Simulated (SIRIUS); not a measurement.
AlN, 2 atoms in the cell. It takes space group F-43m (No. 216, cubic). Conventional cell: a = 4.368 Å, b = 4.368 Å, c = 4.368 Å, α = 90.00°, β = 90.00°, γ = 90.00°. Al (site symmetry -43m) has 4 N at 1.89 Å as nearest neighbours. Around N (site symmetry -43m) lie 4 Al at 1.89 Å. Measurements of this composition are mostly on another form, of space group No. 186.

* Program: SIRIUS 7.10.0
* Task: single point
* Functional: PBEsol
* Potentials or basis: PseudoDojo 0.4.1 PBEsol standard (scalar relativistic)
* Cutoff: 1152 eV
* Density cutoff: 4606 eV
* k mesh: 10 × 10 × 10
* Occupations: fermi-dirac, width 0.05 eV
* Spin: no spin polarisation
* Libxc names: ["XC_GGA_X_PBE_SOL", "XC_GGA_C_PBE_SOL"]
* Energy tol: 1e-08 Ha
* Density tol: 1e-06
* Mixer: anderson
* Mixing beta: 0.7
* Max scf: 100
* Radial cutoff for the potentials' integrals: 6.5 bohr

Potentials or basis: PseudoDojo 0.4.1 PBEsol standard (scalar relativistic).

Command:

```sh
$ upf_to_json Al.upf
$ upf_to_json N.upf
$ OMP_NUM_THREADS=1 sirius.scf --input=sirius.json --output=out.json --task=0
```

Hardware: 1 thread of Arm Neoverse V2, with other jobs on the host.

Task: Estimate the wall time of this run.

Result: Wall time 23 s on 1 thread of Arm Neoverse V2, with other jobs on the host, peak memory 0.3 GiB. Counts: scf iterations 13, k points 47, plane waves 1837, bands 10.
